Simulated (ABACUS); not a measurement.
# Ti (P6_3/mmc) in ABACUS: convergence with k mesh

Aim: find how far k mesh must go before the results for Ti settle, at PBE. This setting moves, with any that are tied to it; all else stays.

All numbers are computed with ABACUS 3.10.1; they aren't measurements. Logs are shortened: lines on timing, memory, paths and dates and some standing lists are left out, and cuts for length are marked.

### 1 The structure

The structure is hexagonal, space group P6_3/mmc (No. 194). The conventional cell has a = 2.950 Å, b = 2.950 Å, c = 4.680 Å, α = 90.00°, β = 90.00°, γ = 120.00°. Around Ti (site symmetry -6m2) lie 12 Ti at 2.89 to 2.95 Å.

### 2 With k mesh 1 × 1 × 1

INPUT

```
INPUT_PARAMETERS
suffix              Ti
calculation         scf
basis_type          lcao
pseudo_dir          ./
orbital_dir         ./
symmetry            1
dft_functional      pbe
ecutwfc             100
pseudo_rcut         7
nspin               1
nbands              16
ks_solver           genelpa
smearing_method     fd
smearing_sigma      0.00734986
scf_thr             1e-07
scf_nmax            100
mixing_type         broyden
mixing_beta         0.7
cal_force           1
cal_stress          1
out_mul             1
```

STRU

```
ATOMIC_SPECIES
Ti 47.8670 Ti.upf

NUMERICAL_ORBITAL
Ti_confined-atom_7au_4s3p3d1f.orb

LATTICE_CONSTANT
1.8897261246

LATTICE_VECTORS
2.9500000000 0.0000000000 0.0000000000
-1.4750000000 2.5547749412 0.0000000000
0.0000000000 0.0000000000 4.6800000000

ATOMIC_POSITIONS
Direct

Ti
0.0
2
0.6666666667 0.3333333333 0.7500000000 1 1 1
0.3333333333 0.6666666667 0.2500000000 1 1 1
```

KPT

```
K_POINTS
0
Gamma
1 1 1 0 0 0
```

Potentials or basis: PseudoDojo NC SR 0.5 PBE stringent, TZDP LCAO (the cutoffs set its grid).

Started as:

```sh
$ OMP_NUM_THREADS=1 mpirun -np 4 abacus > log
```

Wall time 13 s (4 MPI ranks of AMD EPYC 7R43 (Zen 3), shared host); peak memory 0.4 GiB.

What came out:

```yaml
Free_energy: -3230.4456 eV
Pressure: 39.8 GPa
```

### 3 With k mesh 2 × 2 × 1

INPUT is that of step 2.

STRU is that of step 2.

KPT

```
K_POINTS
0
Gamma
2 2 1 0 0 0
```

Potentials or basis: PseudoDojo NC SR 0.5 PBE stringent, TZDP LCAO (the cutoffs set its grid).

Started as:

```sh
$ OMP_NUM_THREADS=1 mpirun -np 4 abacus > log
```

Run time: 12 s. Hardware: 4 MPI ranks of AMD EPYC 7R43 (Zen 3), shared host; peak memory 0.4 GiB.

Results:

- Free energy: -3231.0290 eV
- Pressure: -7.0 GPa
- Band gap on the k mesh: none (metal or under the smearing width)

### 4 With k mesh 4 × 4 × 3

INPUT is that of step 3.

STRU is that of step 3.

KPT

```
K_POINTS
0
Gamma
4 4 3 0 0 0
```

Started as:

```sh
$ OMP_NUM_THREADS=1 mpirun -np 4 abacus > log
```

Wall time 12 s (4 MPI ranks of AMD EPYC 7R43 (Zen 3), shared host); peak memory 0.4 GiB.

What came out:

```
Free energy            : -3230.2771 eV
Pressure               : -0.8 GPa
Band gap on the k mesh : none (metal or under the smearing width)
```

### 5 With k mesh 5 × 5 × 3

INPUT is that of step 4.

STRU is that of step 4.

KPT

```
K_POINTS
0
Gamma
5 5 3 0 0 0
```

Started as:

```sh
$ OMP_NUM_THREADS=1 mpirun -np 4 abacus > log
```

It took 12 s on 4 MPI ranks of AMD EPYC 7R43 (Zen 3), shared host; peak memory 0.4 GiB.

Results:

```
Free energy            : -3230.2978 eV
Pressure               : -1.3 GPa
Band gap on the k mesh : none (metal or under the smearing width)
```

### 6 With k mesh 6 × 6 × 4

INPUT is that of step 5.

STRU is that of step 5.

KPT

```
K_POINTS
0
Gamma
6 6 4 0 0 0
```

Potentials or basis: PseudoDojo NC SR 0.5 PBE stringent, TZDP LCAO (the cutoffs set its grid).

Started as:

```sh
$ OMP_NUM_THREADS=1 mpirun -np 4 abacus > log
```

Wall time 14 s (4 MPI ranks of AMD EPYC 7R43 (Zen 3), shared host); peak memory 0.4 GiB.

It converged, with:

```yaml
Free_energy: -3230.2865 eV
Pressure: -1.2 GPa
Band_gap_on_the_k_mesh: none (metal or under the smearing width)
```

### 7 With k mesh 8 × 8 × 5

INPUT is that of step 6.

STRU is that of step 6.

KPT

```
K_POINTS
0
Gamma
8 8 5 0 0 0
```

Started as:

```sh
$ OMP_NUM_THREADS=1 mpirun -np 4 abacus > log
```

Wall time 17 s (4 MPI ranks of AMD EPYC 7R43 (Zen 3), shared host); peak memory 0.4 GiB.

The run converged. Its results:

| Quantity | Value |
| --- | --- |
| Free energy | -3230.2916 eV |
| Pressure | -1.2 GPa |
| Band gap on the k mesh | none (metal or under the smearing width) |

### 8 With k mesh 9 × 9 × 6

INPUT is that of step 7.

STRU is that of step 7.

KPT

```
K_POINTS
0
Gamma
9 9 6 0 0 0
```

Started as:

```sh
$ OMP_NUM_THREADS=1 mpirun -np 4 abacus > log
```

It took 15 s on 4 MPI ranks of AMD EPYC 7R43 (Zen 3), shared host; peak memory 0.4 GiB.

It converged, with:

| Property | Result |
| --- | --- |
| Free energy | -3230.2927 eV |
| Pressure | -1.3 GPa |
| Band gap on the k mesh | none (metal or under the smearing width) |

### 9 With k mesh 11 × 11 × 7

INPUT is that of step 8.

STRU is that of step 8.

KPT

```
K_POINTS
0
Gamma
11 11 7 0 0 0
```

Potentials or basis: PseudoDojo NC SR 0.5 PBE stringent, TZDP LCAO (the cutoffs set its grid).

Started as:

```sh
$ OMP_NUM_THREADS=1 mpirun -np 4 abacus > log
```

It took 14 s on 4 MPI ranks of AMD EPYC 7R43 (Zen 3), shared host; peak memory 0.44 GiB.

The run converged. Its results:

```
Free energy            : -3230.2917 eV
Pressure               : -1.2 GPa
Band gap on the k mesh : none (metal or under the smearing width)
```

### 10 With k mesh 14 × 14 × 9

INPUT is that of step 9.

STRU is that of step 9.

KPT

```
K_POINTS
0
Gamma
14 14 9 0 0 0
```

Potentials or basis: PseudoDojo NC SR 0.5 PBE stringent, TZDP LCAO (the cutoffs set its grid).

Started as:

```sh
$ OMP_NUM_THREADS=1 mpirun -np 4 abacus > log
```

running log:

```text
ABACUS v3.10.1

               Atomic-orbital Based Ab-initio Computation at UStc

 ------------------------------------------------------------------------------------

 READING GENERAL INFORMATION
                           global_out_dir = OUT.Ti/
                           global_in_card = INPUT
                               pseudo_dir = ./
                              orbital_dir = ./
                                    DSIZE = 4
                                    GSIZE = 1

 READING UNITCELL INFORMATION
                                    ntype = 1
                  lattice constant (Bohr) = 1.88973
              lattice constant (Angstrom) = 1

 READING ATOM TYPE 1
                               atom label = Ti
                      L=0, number of zeta = 4
                      L=1, number of zeta = 3
                      L=2, number of zeta = 3
                      L=3, number of zeta = 1
             number of atom for this type = 2

                        TOTAL ATOM NUMBER = 2
DIRECT COORDINATES
    atom                   x                   y                   z     mag                  vx                  vy                  vz
taud_Ti1            0.6666666667        0.3333333333        0.7500000000  0.0000        0.0000000000        0.0000000000        0.0000000000
taud_Ti2            0.3333333333        0.6666666667        0.2500000000  0.0000        0.0000000000        0.0000000000        0.0000000000

                          Volume (Bohr^3) = 238.022
                             Volume (A^3) = 35.2712

 Lattice vectors: (Cartesian coordinate: in unit of a_0)
                +2.95                  +0                  +0
               -1.475            +2.55477                  +0
                   +0                  +0               +4.68
 Reciprocal vectors: (Cartesian coordinate: in unit of 2 pi/a_0)
            +0.338983           +0.195712                  -0
                   -0           +0.391424                  -0
                   +0                  -0           +0.213675
 The esolver type has been set to : ksdft_lcao

                PAO radial cut off (Bohr) = 7

 Read in pseudopotential file is Ti.upf
                     pseudopotential type = NC
          exchange-correlation functional = PBE
                 nonlocal core correction = 1
                        valence electrons = 12
                                     lmax = 2
                           number of zeta = 4
                     number of projectors = 6
                           L of projector = 0
                           L of projector = 0
                           L of projector = 1
                           L of projector = 1
                           L of projector = 2
                           L of projector = 2
     initial pseudo atomic orbital number = 20

 SETUP THE ELECTRONS NUMBER
            electron number of element Ti = 12
      total electron number of element Ti = 24
            AUTOSET number of electrons:  = 24
                           occupied bands = 12
                                   NLOCAL = 70
                                   NBANDS = 16
                                   NBANDS = 16
                                   NLOCAL = 70

%%%%%%%%%%%%%%%%%%%%%%%%%%%%%%%%%%%%%%%%%%%%%%%%%%%%%%%%%%%%%%%%%%%%%%%%%%%%%%%%%%%%%%%%%%%%%%%%%%%%%%%%%%
 Warning: the number of valence electrons in pseudopotential > 4 for Ti: [Ar] 3d2 4s2
 Pseudopotentials with additional electrons can yield (more) accurate outcomes, but may be less efficient.
 If you're confident that your chosen pseudopotential is appropriate, you can safely ignore this warning.
%%%%%%%%%%%%%%%%%%%%%%%%%%%%%%%%%%%%%%%%%%%%%%%%%%%%%%%%%%%%%%%%%%%%%%%%%%%%%%%%%%%%%%%%%%%%%%%%%%%%%%%%%%

 SETUP THE PLANE WAVE BASIS
 energy cutoff for charge/potential (unit:Ry) = 400
            fft grid for charge/potential = [ 36, 36, 60 ]
[... 130 lines left out ...]
[... stars of the k points ...]

[... K-POINTS CARTESIAN COORDINATES: 120 rows ...]

[... K-POINTS DIRECT COORDINATES: 120 rows ...]

 SETUP PLANE WAVES FOR WAVE FUNCTIONS
     energy cutoff for wavefunc (unit:Ry) = 100
              fft grid for wave functions = [ 36, 36, 60 ]
                    number of plane waves = 5575
                         number of sticks = 265

 PARALLEL PW FOR WAVE FUNCTIONS
     PROC   COLUMNS(POT)             PW
        1             67           1395
        2             67           1395
        3             66           1392
        4             65           1393
 --------------- sum -------------------
        4            265           5575

 SET NONLOCAL PSEUDOPOTENTIAL PROJECTORS
 max number of nonlocal projetors among all species is 6

 -------------------------------------------
 SELF-CONSISTENT
 -------------------------------------------

 SETUP SEARCHING RADIUS FOR PROGRAM TO SEARCH ADJACENT ATOMS
                  longest orb rcut (Bohr) = 7
   longest nonlocal projector rcut (Bohr) = 1.7
                     search radius (Bohr) = 17.4
              searching radius is (Bohr)) = 17.4
         searching radius unit is (Bohr)) = 1.89
                         PeriodicBoundary = 1
                        Radius(unit:lat0) = 9.21
                                   glayer = [ 5, 5, 3 ]
                             glayer_minus = [ 4, 4, 2 ]

Find the coordinate range of the input atom(unit:lat0).
                                  min_tau = [ -17.7, -9.37, -8.19 ]
                                  max_tau = [ 19.2, 11.9, 12.9 ]
                                BoxNumber = [ 9, 9, 5 ]

 SETUP EXTENDED REAL SPACE GRID FOR GRID INTEGRATION
                          real space grid = [ 36, 36, 60 ]
                 big cell numbers in grid = [ 9, 9, 20 ]
             meshcell numbers in big cell = [ 4, 4, 3 ]
                        extended fft grid = [ 14, 14, 16 ]
                dimension of extened grid = [ 38, 38, 53 ]
                            UnitCellTotal = 75
              Atom number in sub-FFT-grid = 2
    Local orbitals number in sub-FFT-grid = 70
                                ParaV.nnr = 64317
                                 init_chg = atomic

 LCAO ALGORITHM --------------- ION=   1  ELEC=   1--------------------------------

 Density error is 0.0619602038433
----------------------------------------------------------
     Energy           Rydberg                 eV
----------------------------------------------------------
 E_KohnSham     -237.3835859246      -3229.7693802472
 E_Harris       -241.2345894132      -3282.1649707099
 E_Fermi        1.0123450942         13.7736616235
----------------------------------------------------------
[... 80 lines left out ...]
 Density error is 1.51770346325e-08
----------------------------------------------------------
     Energy           Rydberg                 eV
----------------------------------------------------------
 E_KohnSham     -237.4219750647      -3230.2916912934
 E_KS(sigma->0) -237.4191017856      -3230.2525983263
 E_Harris       -237.4219741338      -3230.2916786276
 E_band         -23.5663483218       -320.6366182293
 E_one_elec     -82.2853582168       -1119.5497337190
 E_Hartree      48.8228257206        664.2686222611
 E_xc           -34.8716180174       -474.4527035167
 E_Ewald        -169.0820779930      -2300.4796903846
 E_entropy(-TS) -0.0057465581        -0.0781859341
 E_descf        0.0000000000         0.0000000000
 E_exx          0.0000000000         0.0000000000
 E_Fermi        0.9664491046         13.1492146495
----------------------------------------------------------

 charge density convergence is achieved
 final etot is -3230.2916913 eV
 EFERMI = 13.149214649 eV

 STATE ENERGY(eV) AND OCCUPATIONS    NSPIN == 1
 1/120 kpoint (Cartesian) = 0.0000 0.0000 0.0000 (1005 pws)
       1       -43.6912     0.00113379
       2       -43.5624     0.00113379
       3       -20.2758     0.00113379
       4       -19.6663     0.00113379
       5       -19.6663     0.00113379
       6       -19.6015     0.00113379
[... 8 lines left out ...]
      15        14.4330    3.01249e-09
      16        14.4330    3.01249e-09
[... 76 lines left out ...]
       3       -20.0634     0.00680272
       4       -20.0328     0.00680272
       5       -19.9253     0.00680272
       6       -19.7782     0.00680272
[... 8 lines left out ...]
      15        14.0394    9.25849e-07
      16        15.9087    7.05260e-15

[... levels at 114 further k points ...]

 correction force for each atom along direction 1 is -9.85323e-15
 correction force for each atom along direction 2 is -6.48856e-14
 correction force for each atom along direction 3 is -2.79415e-13
------------------------------------------------------------------------------------------
 TOTAL-FORCE (eV/Angstrom)
------------------------------------------------------------------------------------------
                       Ti1         0.0000000000         0.0000000000         0.0000000000
                       Ti2         0.0000000000         0.0000000000         0.0000000000
------------------------------------------------------------------------------------------

----------------------------------------------------------------
 TOTAL-STRESS (KBAR)
----------------------------------------------------------------
       -12.0607186248         0.0000000000         0.0000000000
         0.0000000000       -12.0607186245        -0.0000000000
        -0.0000000000         0.0000000000       -12.9086211734
----------------------------------------------------------------
 TOTAL-PRESSURE: -12.343353 KBAR

 --------------------------------------------
 !FINAL_ETOT_IS -3230.2916912933892490 eV
 --------------------------------------------
```

It took 19 s on 4 MPI ranks of AMD EPYC 7R43 (Zen 3), shared host; peak memory 0.44 GiB.

What came out:

| Property | Result |
| --- | --- |
| Free energy | -3230.2917 eV |
| Pressure | -1.2 GPa |
| Band gap on the k mesh | none (metal or under the smearing width) |

### 11 Summary

```csv
k mesh,"energy less the tightest run, at zero smearing (meV/atom)",pressure (GPa),SCF cycles,CPU time (s)
1 × 1 × 1,40.70,39.78,11,47
2 × 2 × 1,-334.22,-7.01,9,42
4 × 4 × 3,13.36,-0.80,8,43
5 × 5 × 3,-0.78,-1.28,8,43
6 × 6 × 4,4.54,-1.21,9,54
8 × 8 × 5,-0.35,-1.22,9,62
9 × 9 × 6,-0.94,-1.26,9,56
11 × 11 × 7,0.04,-1.23,9,51
14 × 14 × 9,0.00,-1.23,9,71
```

Against the tightest run, the energy stays within 1 meV/atom from 8 × 8 × 5 on; the pressure stays within 0.1 GPa from 5 × 5 × 3 on. Meshes of other sizes hit other points, so gaps and Fermi surfaces needn't settle smoothly. The tightest run that finished is the yardstick and may itself not be fully converged.

Caveats: the atomic orbitals were generated for these runs and aren't a published set; the basis of atomic orbitals isn't converged, which shifts pressures, moduli and gaps.
